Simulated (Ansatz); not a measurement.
# How settings move the G0W0 gap of SiC (P6_3mc)

SiC (P6_3mc) from a database of computed structures, relaxed with r2SCAN; one-shot G0W0 in Ansatz without spin-orbit coupling. Spin-unpolarised throughout; all numbers are computed.

```
Si C
1.0
     3.07536    0.00000    0.00000
    -1.53768    2.66334    0.00000
     0.00000    0.00000    5.04811
Si C
2 2
Direct
  0.33333 0.66667 0.49959
  0.66667 0.33333 0.99959
  0.33333 0.66667 0.87541
  0.66667 0.33333 0.37541
```

Gaps are read over the mesh points alone. G0W0 here is at a finite number of bands, screening cutoff and k mesh, not at the basis limit.

| start | potentials | frequency model | mesh | empty bands | screening cutoff (eV) | Kohn-Sham gap (eV) | G0W0 gap (eV) | rough cost |
| --- | --- | --- | --- | --- | --- | --- | --- | --- |
| PBE | PAW | contour deformation | 6×6×4 | 67 | 80 | 2.27 | 2.82 | 20 core-seconds |
| PBE | PAW | contour deformation | 6×6×4 | 155 | 140 | 2.27 | 3.05 | 60 core-seconds |
| PBE | PAW | contour deformation | 6×6×4 | 285 | 210 | 2.27 | 3.16 | 4 core-minutes |
| HSE06 | PAW | contour deformation | 6×6×4 | 155 | 140 | 3.16 | 3.43 | 100 core-seconds |
| LDA | PAW | contour deformation | 6×6×4 | 155 | 140 | 2.16 | 3.04 | 60 core-seconds |
| r2SCAN | PAW | contour deformation | 6×6×4 | 155 | 140 | 2.65 | 3.22 | 80 core-seconds |
| PBE | PAW | Godby-Needs pole | 6×6×4 | 155 | 140 | 2.27 | 2.99 | 70 core-seconds |
| PBE | PAW | contour deformation | 9×9×4 | 67 | 80 | 2.28 | 2.83 | 80 core-seconds |
| PBE | norm-conserving | contour deformation | 6×6×4 | 155 | 140 | 2.26 | 3.04 | 2 core-minutes |

Over the mesh points the PBE gap of 2.27 eV becomes a quasiparticle gap of 3.16 eV (Γ to K), a change of +0.89 eV. Renormalisation factors Z lie between 0.76 and 0.82.

Raising bands and cutoff together moves the gap by +0.23 eV (80 to 140 eV), then +0.11 eV (140 to 210 eV); the last step is still large, so the basis limit isn't reached. Starting from HSE06 (3.16 eV against PBE's 2.27 eV) gives 3.43 eV, +0.38 eV from G0W0@PBE at the same screening cutoff. Starting from LDA (2.16 eV against PBE's 2.27 eV) gives 3.04 eV, -0.01 eV from G0W0@PBE at the same screening cutoff. Starting from r2SCAN (2.65 eV against PBE's 2.27 eV) gives 3.22 eV, +0.17 eV from G0W0@PBE at the same screening cutoff. The Godby-Needs plasmon pole differs from contour deformation by -0.06 eV. A 9×9×4 mesh in place of 6×6×4 changes the opening over PBE by 0.00 eV (the gap on the mesh by +0.01 eV). Norm-conserving potentials (wave cutoff 1116 eV against 420 eV) shift the quasiparticle gap by -0.01 eV and the PBE gap by -0.01 eV. r2SCAN runs take a wave cutoff of 500 eV.
